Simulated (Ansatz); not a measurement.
Write the native input for Ansatz 0.2.0 that does the following.

```
Task                : single point
Functional          : PBE
Potentials or basis : Ansatz PAW
Cutoff              : 420 eV (not typed: the program's choice for these potentials)
k mesh              : 7 × 7 × 7
Occupations         : gaussian, width 0.014 eV
Spin                : no spin polarisation
```

Crystal: TePb.

```
Pb Te
1.0
     0.00000    3.23100    3.23100
     3.23100    0.00000    3.23100
     3.23100    3.23100    0.00000
Pb Te
1 1
Direct
  0.00000 0.00000 0.00000
  0.50000 0.50000 0.50000
```

One way to write it, as run:

input.yaml

```yaml
crystal:
  lattice:
    - [0.0, 3.231, 3.231]
    - [3.231, 0.0, 3.231]
    - [3.231, 3.231, 0.0]
  atoms:
    - { symbol: Pb, position: [0.0, 0.0, 0.0] }
    - { symbol: Te, position: [0.5, 0.5, 0.5] }
hamiltonian:
  xc: pbe
  pseudopotentials: { kind: paw }
kpoints:
  mp_grid: { grid: [7, 7, 7] }
scf:
  occupations: { method: gaussian, width: 0.014 }
output:
  forces: true
  stress: true
  eigenvalues: true
```

Potentials or basis: Ansatz PAW.

Launch:

```console
$ ansatz run input.yaml --threads 2 --pin off --max-ram 5632MiB --backend cpu --events-out ev --progress --plain --runs-dir out
```

It gave:

The pressure is 2.1 GPa.

Caveat: this odd mesh misses L, where the gap lies, so gap, dielectric constants and Born charges aren't listed.

Run time: 1.1 s on 2 threads of Arm Neoverse V1 (shared host), peak memory 0.33 GiB.
